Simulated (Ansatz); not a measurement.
Runs of Ansatz 0.2.0 on BAs. It takes space group F-43m (No. 216, cubic). Conventional cell: a = 4.777 Å, b = 4.777 Å, c = 4.777 Å, α = 90.00°, β = 90.00°, γ = 90.00°. As (site symmetry -43m) is surrounded by 4 B at 2.07 Å. B (site symmetry -43m) is surrounded by 4 As at 2.07 Å. 

```tsv
screening (1/Å)	gap on the mesh (eV)	pressure (GPa)
0.4	1.54	0.4
0.6	(a)	(c)
0.1	2.14	-0.6
0.15	1.98	-0.5
0.2	1.86	-0.3
0.3	1.67	(b)
```

Alike in all rows: task single point; level HSE06 form with a typed share of exact exchange; potentials or basis Ansatz PAW; no spin polarisation; cell as given; k mesh 5 × 5 × 5; cutoff (eV) 420; smearing fermi-dirac 0.05 eV; the mesh is coarse, so values aren't converged.

**Question.** Fill in the values left out.

**Answer.** (a) 1.37; (b) 0.0; (c) 1.2.

Caveats: all runs use coarse meshes; odd divisions of the mesh miss points on the zone boundary, where band edges often lie, so the gap on the mesh can be too wide; the PAW data sets come from PBE, with cores solved anew for the run's functional, which leaves a small shift of forces and pressure; the thresholds are loose for stress.

A k mesh can miss the band edges, and the runs leave out spin-orbit coupling on As.
